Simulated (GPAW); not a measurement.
# HfO2 (P4_2/nmc) in GPAW: notebook

One crystal, HfO2, is run at these levels: LDA, PBE, BLYP, vdW-DF-cx; tasks: single point.

Program: GPAW 26.7.0. These are calculated values, not measurements. Logs are shortened: lines on timing, memory, paths and dates and some standing lists are left out, and cuts for length are marked. The log counts tension as positive stress, the text compression.

## 1. The crystal as given

The structure is tetragonal, space group P4_2/nmc (No. 137). Conventional cell: a = 3.558 Å, b = 3.558 Å, c = 5.172 Å, α = 90.00°, β = 90.00°, γ = 90.00°. Around Hf (site symmetry -4m2) lie 4 O at 2.05 Å. Around O (site symmetry 2mm) lie 2 Hf at 2.05 Å.

Measurements of this composition are mostly on another form, of space group No. 14.

## 2. Single point, LDA

run.py reads:

```python
from ase import Atoms
from ase.dft.bandgap import bandgap
from ase.io import write
from ase.units import Bohr, GPa
from gpaw import GPAW, PW
from gpaw.elf import elf_from_dft_calculation

atoms = Atoms(['Hf', 'Hf', 'O', 'O', 'O', 'O'],
              cell=[[3.55801933, 0.0, 0.0],
                    [0.0, 3.55801933, 0.0],
                    [0.0, 0.0, 5.17186121]],
              scaled_positions=[[0.0, 0.0, 0.0],
                                [0.5, 0.5, 0.5],
                                [0.0, 0.5, 0.19720788],
                                [0.5, 0.0, 0.30279212],
                                [0.5, 0.0, 0.80279212],
                                [0.0, 0.5, 0.69720788]],
              pbc=True)

calc = GPAW(mode=PW(800),
            xc='LDA',
            kpts={'size': (7, 7, 5), 'gamma': True},
            occupations={'name': 'fermi-dirac', 'width': 0.05},
            nbands=43,
            convergence={'density': 1e-05, 'energy': 1e-05},
            maxiter=150,
            txt='gpaw.txt')
atoms.calc = calc
energy = atoms.get_potential_energy()
forces = atoms.get_forces()
stress = atoms.get_stress()
calc.write('gs.gpw')
write('result.traj', atoms)
print(f'Energy: {energy:.6f} eV')
print('Forces (eV/A):')
print(forces.round(4))
print('Stress (GPa):', (stress / GPa).round(3))
print('Fermi level:', round(calc.get_fermi_level(), 4), 'eV')
print(f'Gap: {bandgap(calc)[0]:.4f} eV, direct: {bandgap(calc, direct=True)[0]:.4f} eV')

# fields on the real-space grid
write('density.cube', atoms, data=calc.get_pseudo_density() * Bohr**3)
write('potential.cube', atoms, data=calc.get_electrostatic_potential())
write('elf.cube', atoms, data=elf_from_dft_calculation(calc).data)
```

Potentials or basis: the program's PAW data sets (release 1.2.1) made for this functional, pw.

Command:

```sh
$ OMP_NUM_THREADS=1 python run.py
```

gpaw.txt:

```text
__  _  _
 | _ |_)|_||  |
 |__||  | ||/\| - 26.7.0

Input parameters:
  mode=PW(ecut=800.0),
  convergence={'density': 1e-05, 'energy': 1e-05},
  kpts=MonkhorstPack(size=(7, 7, 5), gamma=True),
  maxiter=150,
  nbands=43,
  occupations=Occupations(name='fermi-dirac', width=0.05),
  xc=XC(name='LDA')

Diagonalizing LCAO Hamiltonian
Converting LCAO to pw mode
   .--------.
  /|        |
 * |        |
 |O| O      |
 | |   Hf   |
 | |        |
 |O.-O------.
 |/        /
 Hf-------*

Atoms  # Å, Bohr magnetons
|   | symbol |        x |        y |        z |    initial magnetic moments |
|---|--------|----------|----------|----------|-----------------------------|
| 0 |     Hf | 0.000000 | 0.000000 | 0.000000 | ( 0.0000,  0.0000,  0.0000) |
| 1 |     Hf | 1.779010 | 1.779010 | 2.585931 | ( 0.0000,  0.0000,  0.0000) |
| 2 |      O | 0.000000 | 1.779010 | 1.019932 | ( 0.0000,  0.0000,  0.0000) |
| 3 |      O | 1.779010 | 0.000000 | 1.565999 | ( 0.0000,  0.0000,  0.0000) |
| 4 |      O | 1.779010 | 0.000000 | 4.151929 | ( 0.0000,  0.0000,  0.0000) |
| 5 |      O | 0.000000 | 1.779010 | 3.605862 | ( 0.0000,  0.0000,  0.0000) |

Unit cell  # Å
| periodic |        x |        y |        z |  lengths |    angles |
|----------|----------|----------|----------|----------|-----------|
|      yes | 3.558019 | 0.000000 | 0.000000 | 3.558019 | 90.000000 |
|      yes | 0.000000 | 3.558019 | 0.000000 | 3.558019 | 90.000000 |
|      yes | 0.000000 | 0.000000 | 5.171861 | 5.171861 | 90.000000 |

Number of symmetries: 8
Symmetry operations  # r_c * U_cc + t_c -> r_c
|   | kind |            matrix            |
|---|------|------------------------------|
| 0 |  E   |  1, 0, 0,  0, 1, 0,  0, 0, 1 |
| 1 |  σ   |  1, 0, 0,  0,-1, 0,  0, 0, 1 |
| 2 |  C2  |  0, 1, 0,  1, 0, 0,  0, 0,-1 |
| 3 |  S4  |  0, 1, 0, -1, 0, 0,  0, 0,-1 |
| 4 |  S4  |  0,-1, 0,  1, 0, 0,  0, 0,-1 |
| 5 |  C2  |  0,-1, 0, -1, 0, 0,  0, 0,-1 |
| 6 |  σ   | -1, 0, 0,  0, 1, 0,  0, 0, 1 |
| 7 |  C2  | -1, 0, 0,  0,-1, 0,  0, 0, 1 |

BZ-sampling:
  Number of BZ points: 245
  Number of IBZ points: 30

  Monkhorst-Pack size: [7, 7, 5]
  Monkhorst-Pack shift: [0, 0, 0]

K-points  # in reciprocal-cell coordinates
|     |                                coordinates |     weight |
|-----|--------------------------------------------|------------|
|   0 | (  0.00000000,   0.00000000,   0.00000000) | 0.00408163 |
|   1 | (  0.00000000,   0.00000000,   0.20000000) | 0.00816327 |
|   2 | (  0.00000000,   0.00000000,   0.40000000) | 0.00816327 |
|   3 | (  0.14285714,   0.00000000,   0.00000000) | 0.01632653 |
|   4 | (  0.14285714,   0.00000000,   0.20000000) | 0.03265306 |
|   5 | (  0.14285714,   0.00000000,   0.40000000) | 0.03265306 |
|   6 | (  0.14285714,   0.14285714,   0.00000000) | 0.01632653 |
|   7 | (  0.14285714,   0.14285714,   0.20000000) | 0.03265306 |
|   8 | (  0.14285714,   0.14285714,   0.40000000) | 0.03265306 |
|   9 | (  0.28571429,   0.00000000,   0.00000000) | 0.01632653 |
| ... |                                            |            |
|  29 | (  0.42857143,   0.42857143,   0.40000000) | 0.03265306 |

Plane wave coefficients: 3403
Cutoff: 800.0 eV

Spin-components: 1 (collinear spins)
Bands:           43
Projectors:      32
Spin-degeneracy: 2
Datatype:        complex128

Parallelization:
  kpt:    1
  domain: 1
  band:   1

Density:
  Valence electrons: 48.0
  Components: 1
  Grid points: [24 24 35]
  Charge: 0.0  # |e|

Potential:
  Grid points: [24 24 35]

species:
  Hf:
    name:    Hafnium
    Z:       72.0
    valence: 12
    core:    60
    charge:  0.0  # [|e|]
    compensation charges:
      type: gauss
      rc: 0.41  # [Å]
      lmax: 2
    cutoffs:
      filter: 2.36  # [Å]
      core: 4.02  # [Å]
    projectors
    | kind |    occ | energy [eV] | rcut [Å] |
    |------|--------|-------------|----------|
    |   5s |  2.000 |     -66.988 |    1.397 |
    |   6s |  2.000 |      -5.250 |    1.397 |
    |   5p |  6.000 |     -35.740 |    1.307 |
    |   6p |  0.000 |      -1.470 |    1.307 |
    |   5d |  2.000 |      -2.880 |    1.334 |
    |    d |        |      24.331 |    1.334 |

    Using partial waves for Hf as LCAO basis

  O:
    name:    Oxygen
    Z:       8.0
    valence: 6
    core:    2
    charge:  0.0  # [|e|]
    compensation charges:
      type: gauss
      rc: 0.21  # [Å]
      lmax: 2
    cutoffs:
      filter: 1.17  # [Å]
      core: 0.83  # [Å]
    projectors
    | kind |    occ | energy [eV] | rcut [Å] |
    |------|--------|-------------|----------|
    |   2s |  2.000 |     -23.752 |    0.688 |
    |   2p |  4.000 |      -9.195 |    0.598 |
    |    s |        |       3.459 |    0.688 |
    |    p |        |      18.016 |    0.598 |
    |    d |        |       0.000 |    0.619 |

    Using partial waves for O as LCAO basis

Reference energy: -827394.289250  # eV

eigensolver:
  PPCG
  Converge bands: occupied
  niter=2

density mixing:
  MSR1-Mixer
  Pratt-step length: 0.05
  Maximum mixing coefficient: 0.75
  Old densities: 10
  SVD Regularization: 0.005
  Good broyden scale: 1.0
  Trust region scale: 1.0
  Backstep threshold: 4.0
  History deletion threshold: 6.0
  Fourier metric: weight=20.0, sigma=0.015

occupation numbers:
  Fermi-Dirac:
    width: 0.0500  # eV

poisson solver:
  ecut: 6400.0  # eV

xc functional:
  name: None

convergence criteria:
- Maximum integral of absolute [dens]ity change: 1e-05 electrons / valence electron
- Maximum [total energy] change in last 3 cyles: 1e-05 eV / valence electron
- Maximum integral of absolute [eigenst]ate change: 4e-08 eV^2 / valence electron
maximum number of iterations: 150

SCF iterations
|iter     | |      energy | eigst |  dens |
|---------|-|-------------|-------|-------|
|iter:   1| |  -69.877713 | +0.23 |       |
|iter:   2| |  -67.754916 | -1.76 | -0.82 |
|iter:   3| |  -62.199972 | -0.88 | -0.87 |
|iter:   4| |  -62.152771 | -2.55 | -1.49 |
|iter:   5| |  -62.138519 | -3.09 | -1.75 |
|iter:   6| |  -62.137714 | -4.67 | -2.82 |
|iter:   7| |  -62.137732 | -6.26 | -3.36 |
|iter:   8| |  -62.137733c| -6.82 | -3.89 |
|iter:   9| |  -62.137732c| -7.40c| -4.33 |
|iter:  10| |  -62.137732c| -7.81c| -4.94 |
|iter:  11| |  -62.137732c| -8.59c| -5.52c|

Converged in 11 steps
Energy contributions relative to reference atoms: (reference = -827394.289250)

Energy contributions:
  Kinetic:          50.913171
  Coulomb:         -58.108974
  Zero:              0.450059
  External:          0.000000
  Xc:              -55.391989
  Entropy:          -0.000000
  Spinorbit:         0.000000
  ----------------------------
  Free energy:     -62.137732
  Extrapolated:    -62.137732

dipole moment: (-32.880726, -32.880726, -18.885923)  # |e|*Ang

Fermi level: 8.444
Eigenvalues  # (at kpt = [0.000, 0.000, 0.000])
| band index |      eig [eV] | occ [0-2] |
|------------|---------------|-----------|
|          0 |       -52.784 |     2.000 |
|        ... |               |           |
|         16 |         4.579 |     2.000 |
|         17 |         4.579 |     2.000 |
|         18 |         5.936 |     2.000 |
|         19 |         5.936 |     2.000 |
|         20 |         6.534 |     2.000 |
|         21 |         7.135 |     2.000 |
[... 8 lines left out ...]
|         30 |        16.266 |     0.000 |
|         31 |        16.266 |     0.000 |
|        ... |               |           |
|         42 |        24.942 |     0.000 |

Gap: 4.559 eV
Transition (v -> c):
  (s=0, k=2, n=23, [0.00, 0.00, 0.40]) -> (s=0, k=0, n=24, [0.00, 0.00, 0.00])
Direct/indirect transitions are different
Direct gap: 4.631 eV
Transition at: (s=0, k=0, n=23, [0.00, 0.00, 0.00])

Forces  # eV/Ang
|       x |       y |        z |
|---------|---------|----------|
| 0.00000 | 0.00000 |  0.00000 |  # Hf   0
| 0.00000 | 0.00000 |  0.00000 |  # Hf   1
| 0.00000 | 0.00000 |  0.05374 |  # O    2
| 0.00000 | 0.00000 | -0.05380 |  # O    3
| 0.00000 | 0.00000 | -0.05374 |  # O    4
| 0.00000 | 0.00000 |  0.05380 |  # O    5

Stress tensor  # eV/Ang^3
|        x |        y |        z |
|----------|----------|----------|
| 0.033165 | 0.000000 | 0.000000 |
| 0.000000 | 0.033165 | 0.000000 |
| 0.000000 | 0.000000 | 0.037022 |

# Writing to gs.gpw (mode='')
```

Wall time 1.7 min (1 thread of Intel Xeon at 2.70GHz, shared host); peak memory 0.26 GiB.

Results:

| Quantity | Value |
| --- | --- |
| Free energy | -62.1377 eV |
| Pressure | -5.5 GPa |
| Largest force | 0.054 eV/Å |
| Band gap on the k mesh | 4.56 eV, indirect (least direct gap 4.63 eV) |

Forces in eV/Å, atoms in the order of the input:
```
Hf   0.000  0.000  0.000
Hf   0.000  0.000  0.000
O    0.000  0.000  0.054
O    0.000  0.000 -0.054
O    0.000  0.000 -0.054
O    0.000  0.000  0.054
```

Caveat: spin-orbit coupling is left out, which moves the levels of the heavy elements; an odd mesh through Γ misses points on the zone boundary, where band edges often lie.

## 3. Single point, PBE

Changes to run.py since step 2:

```diff
@@ -3,5 +3,4 @@
 from ase.io import write
-from ase.units import Bohr, GPa
+from ase.units import GPa
 from gpaw import GPAW, PW
-from gpaw.elf import elf_from_dft_calculation
 
@@ -20,3 +19,3 @@
 calc = GPAW(mode=PW(800),
-            xc='LDA',
+            xc='PBE',
             kpts={'size': (7, 7, 5), 'gamma': True},
@@ -39,6 +38 @@
 print(f'Gap: {bandgap(calc)[0]:.4f} eV, direct: {bandgap(calc, direct=True)[0]:.4f} eV')
-
-# fields on the real-space grid
-write('density.cube', atoms, data=calc.get_pseudo_density() * Bohr**3)
-write('potential.cube', atoms, data=calc.get_electrostatic_potential())
-write('elf.cube', atoms, data=elf_from_dft_calculation(calc).data)
```

Potentials or basis: GPAW PAW data sets (gpaw-data 1.2.1), pw.

Command:

```sh
$ OMP_NUM_THREADS=1 python run.py
```

Run time: 97 s. Hardware: 1 thread of Intel Xeon at 2.70GHz, shared host; peak memory 0.26 GiB.

It converged, with:

| Item | Value |
| --- | --- |
| Free energy | -56.3154 eV |
| Pressure | 10.5 GPa |
| Largest force | 0.264 eV/Å |
| Band gap on the k mesh | 4.76 eV, indirect (least direct gap 4.83 eV) |

Forces on the atoms (eV/Å):
```
Hf   0.000  0.000  0.000
Hf   0.000  0.000  0.000
O    0.000  0.000  0.264
O    0.000  0.000 -0.264
O    0.000  0.000 -0.264
O    0.000  0.000  0.264
```

Stress tensor (GPa, compression positive):
```
11.06  0.00  0.00
 0.00 11.06  0.00
 0.00  0.00  9.40
```

Levels at points of the mesh, in eV from the valence-band top:
| k point | band 21 | band 22 | band 23 | band 24 | band 25 | band 26 | band 27 | band 28 |
| --- | --- | --- | --- | --- | --- | --- | --- | --- |
| (0.00, 0.00, 0.00) | -0.68 | -0.11 | -0.07 | -0.07 | 4.76 | 4.77 | 6.01 | 6.21 |

Caveat: spin-orbit coupling is left out, which moves the levels of the heavy elements; an odd mesh through Γ misses points on the zone boundary, where band edges often lie. PBE gaps usually lie below the measured ones, often by a third to a half.

## 4. Single point, BLYP

Changes to run.py since step 3:

```diff
@@ -4,3 +4,5 @@
 from ase.units import GPa
-from gpaw import GPAW, PW
+from gpaw import GPAW, PW, setup_paths
+
+setup_paths.insert(0, '.')
 
@@ -19,3 +21,3 @@
 calc = GPAW(mode=PW(800),
-            xc='PBE',
+            xc='BLYP',
             kpts={'size': (7, 7, 5), 'gamma': True},
@@ -24,2 +26,3 @@
             convergence={'density': 1e-05, 'energy': 1e-05},
+            eigensolver='davidson',
             maxiter=150,
```

Potentials or basis: PAW data sets generated in the run's folder for this functional, pw.

Command:

```sh
$ gpaw-setup -f BLYP Hf O
$ OMP_NUM_THREADS=1 python run.py
```

gpaw.txt:

```text
__  _  _
 | _ |_)|_||  |
 |__||  | ||/\| - 26.7.0

Input parameters:
  mode=PW(ecut=800.0),
  convergence={'density': 1e-05, 'energy': 1e-05},
  eigensolver=Davidson(niter=2),
  kpts=MonkhorstPack(size=(7, 7, 5), gamma=True),
  maxiter=150,
  nbands=43,
  occupations=Occupations(name='fermi-dirac', width=0.05),
  xc=XC(name='BLYP')

Diagonalizing LCAO Hamiltonian
Converting LCAO to pw mode
   .--------.
  /|        |
 * |        |
 |O| O      |
 | |   Hf   |
 | |        |
 |O.-O------.
 |/        /
 Hf-------*

Atoms  # Å, Bohr magnetons
|   | symbol |        x |        y |        z |    initial magnetic moments |
|---|--------|----------|----------|----------|-----------------------------|
| 0 |     Hf | 0.000000 | 0.000000 | 0.000000 | ( 0.0000,  0.0000,  0.0000) |
[... 178 lines left out ...]
  Zero:              0.382391
  External:          0.000000
  Xc:              -50.979884
  Entropy:          -0.000000
  Spinorbit:         0.000000
  ----------------------------
  Free energy:     -53.708696
  Extrapolated:    -53.708696

dipole moment: (-32.855226, -32.855226, -18.860095)  # |e|*Ang

Fermi level: 9.122
Eigenvalues  # (at kpt = [0.000, 0.000, 0.000])
| band index |      eig [eV] | occ [0-2] |
|------------|---------------|-----------|
|          0 |       -52.205 |     2.000 |
|        ... |               |           |
|         16 |         5.401 |     2.000 |
|         17 |         5.401 |     2.000 |
|         18 |         6.695 |     2.000 |
|         19 |         6.695 |     2.000 |
|         20 |         7.313 |     2.000 |
|         21 |         7.875 |     2.000 |
[... 8 lines left out ...]
|         30 |        17.076 |     0.000 |
|         31 |        17.076 |     0.000 |
|        ... |               |           |
|         42 |        26.188 |     0.000 |

Gap: 4.788 eV
Transition (v -> c):
  (s=0, k=2, n=23, [0.00, 0.00, 0.40]) -> (s=0, k=0, n=24, [0.00, 0.00, 0.00])
Direct/indirect transitions are different
Direct gap: 4.855 eV
Transition at: (s=0, k=0, n=23, [0.00, 0.00, 0.00])

Forces  # eV/Ang
|       x |       y |        z |
|---------|---------|----------|
| 0.00000 | 0.00000 |  0.00000 |  # Hf   0
| 0.00000 | 0.00000 |  0.00000 |  # Hf   1
| 0.00000 | 0.00000 |  0.15021 |  # O    2
| 0.00000 | 0.00000 | -0.14975 |  # O    3
| 0.00000 | 0.00000 | -0.15021 |  # O    4
| 0.00000 | 0.00000 |  0.14975 |  # O    5

Stress tensor  # eV/Ang^3
|         x |         y |         z |
|-----------|-----------|-----------|
| -0.096278 |  0.000000 |  0.000000 |
|  0.000000 | -0.096278 |  0.000000 |
|  0.000000 |  0.000000 | -0.089990 |

# Writing to gs.gpw (mode='')
```

It took 75 s on 1 thread of Intel Xeon at 2.70GHz, shared host; peak memory 0.26 GiB.

Results:

```
Free energy            : -53.7087 eV
Pressure               : 15.1 GPa
Largest force          : 0.150 eV/Å
Band gap on the k mesh : 4.79 eV, indirect (least direct gap 4.86 eV)
```

Forces on the atoms (eV/Å):
```
Hf   0.000  0.000  0.000
Hf   0.000  0.000  0.000
O    0.000  0.000  0.150
O    0.000  0.000 -0.150
O    0.000  0.000 -0.150
O    0.000  0.000  0.150
```

Caveat: spin-orbit coupling is left out, which moves the levels of the heavy elements; an odd mesh through Γ misses points on the zone boundary, where band edges often lie.

## 5. Single point, vdW-DF-cx

Changes to run.py since step 4:

```diff
@@ -3,6 +3,3 @@
 from ase.io import write
-from ase.units import GPa
-from gpaw import GPAW, PW, setup_paths
-
-setup_paths.insert(0, '.')
+from gpaw import GPAW, PW
 
@@ -21,3 +18,3 @@
 calc = GPAW(mode=PW(800),
-            xc='BLYP',
+            xc={'name': 'vdW-DF-cx', 'backend': 'libvdwxc'},
             kpts={'size': (7, 7, 5), 'gamma': True},
@@ -26,3 +23,2 @@
             convergence={'density': 1e-05, 'energy': 1e-05},
-            eigensolver='davidson',
             maxiter=150,
@@ -32,3 +28,2 @@
 forces = atoms.get_forces()
-stress = atoms.get_stress()
 calc.write('gs.gpw')
@@ -38,3 +33,2 @@
 print(forces.round(4))
-print('Stress (GPa):', (stress / GPa).round(3))
 print('Fermi level:', round(calc.get_fermi_level(), 4), 'eV')
```

Potentials or basis: GPAW PAW data sets (gpaw-data 1.2.1), pw.

Command:

```sh
$ OMP_NUM_THREADS=1 python run.py
```

It took 96 s on 1 thread of Intel Xeon at 2.70GHz, shared host; peak memory 0.3 GiB.

The run converged. Its results:

* Free energy: 137.5390 eV
* Largest force: 0.266 eV/Å
* Band gap on the k mesh: 4.72 eV, indirect (least direct gap 4.79 eV)

Forces on the atoms (eV/Å):
```
Hf   0.000  0.000  0.000
Hf   0.000  0.000  0.000
O    0.000  0.000  0.266
O    0.000  0.000 -0.265
O    0.000  0.000 -0.266
O    0.000  0.000  0.265
```

Levels at points of the mesh, in eV from the valence-band top:
| k point | band 22 | band 23 | band 24 | band 25 | band 26 | band 27 |
| --- | --- | --- | --- | --- | --- | --- |
| (0.00, 0.00, 0.00) | -0.11 | -0.07 | -0.07 | 4.72 | 4.72 | 5.98 |

Caveat: the PAW data sets were made with another functional, which shifts forces and pressure a little; spin-orbit coupling is left out, which moves the levels of the heavy elements; an odd mesh through Γ misses points on the zone boundary, where band edges often lie.

## 6. Summary

| level | potentials or basis | eigensolver | gap on the mesh (eV) | pressure (GPa) | largest force (eV/Å) |
| --- | --- | --- | --- | --- | --- |
| LDA | the program's PAW data sets (release 1.2.1) made for this functional, pw | - | 4.56 | -5.5 | 0.05 |
| PBE | GPAW PAW data sets (gpaw-data 1.2.1), pw | - | 4.76 | 10.5 | 0.26 |
| BLYP | PAW data sets generated in the run's folder for this functional, pw | davidson | 4.79 | 15.1 | 0.15 |
| vdW-DF-cx | GPAW PAW data sets (gpaw-data 1.2.1), pw | - | 4.72 | - | 0.27 |

Alike in all rows: task single point; no spin polarisation; cell as given; k mesh 7 × 7 × 5; cutoff (eV) 800; smearing fermi-dirac 0.05 eV.

Caveats: spin-orbit coupling is left out, which moves the levels of the heavy elements; an odd mesh through Γ misses points on the zone boundary, where band edges often lie; the PAW data sets were made with another functional, which shifts forces and pressure a little (some runs).

Absolute energies hang on the potentials; compare differences alone.
